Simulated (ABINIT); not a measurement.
Planning a run of ABINIT 10.8.3 on CdSe (F-43m). The input:

```
acell 3*1.0 Angstrom
rprim 
  -0.000000000000 3.070271198600 3.070271198600
  3.070271198600 -0.000000000000 3.070271198600
  3.070271198600 3.070271198600 -0.000000000000
ntypat 2
znucl 48 34
natom 2
typat 1 2
xred 
  0.000000000000 0.000000000000 0.000000000000
  0.750000000000 0.750000000000 0.750000000000
pp_dirpath "pseudos"
pseudos "Cd.upf, Se.upf"
ecut 48
ngkpt 4 4 4
nshiftk 1
shiftk 0 0 0
kptopt 1
chksymbreak 0
istwfk *1
occopt 1
irdwfk 1
optdriver 3
nband 101
ecuteps 3.9
inclvkb 2
awtr 1
symchi 1
irdqps 1
gwcalctyp 10
nqptdm 7
qptdm 
  0.2500000000 0.0000000000 0.0000000000
  0.5000000000 0.0000000000 0.0000000000
  0.2500000000 0.2500000000 0.0000000000
  0.5000000000 0.2500000000 0.0000000000
  -0.2500000000 0.2500000000 0.0000000000
  0.5000000000 0.5000000000 0.0000000000
  -0.2500000000 0.5000000000 0.2500000000
indata_prefix "in"
outdata_prefix "out"
tmpdata_prefix "tmp"
```

```sh
OMP_NUM_THREADS=1 mpirun -n 8 abinit run.abi > log; mrgscr < mrgscr.stdin
```

**Question.** Estimate wall time and host memory on 8 MPI ranks of Arm Neoverse V2, shared host.

It took 28 s; on shared hardware allow 14 s to 55 s. Peak host memory was 2.3 GiB.

[Paths, hosts, dates, memory and timing lines, banners, echoed tables and standing remarks are left out of the program output.]

[Logs are printed without paths, hosts, clocks, repeated set-up lines and the standing remarks that a program may print on its own settings, such as how far it seeks lower states.]

[Runs of the session that timed out or met a known fault of the program may be left out.]

[Hosts, paths, dates, database ids (printed as entryN), source tags and the programs' standing remarks are cut or masked in the printed files.]

[G0W0 gaps are taken among the corrected bands and points alone; a level outside them can change the order at an edge.]

[Where Ansatz stands beside ABINIT at settings called matched, ABINIT's density can come from a denser mesh and the files from another edition; pairs whose starting gaps differed by over 0.03 eV were left out, so agreement reads better than it is.]
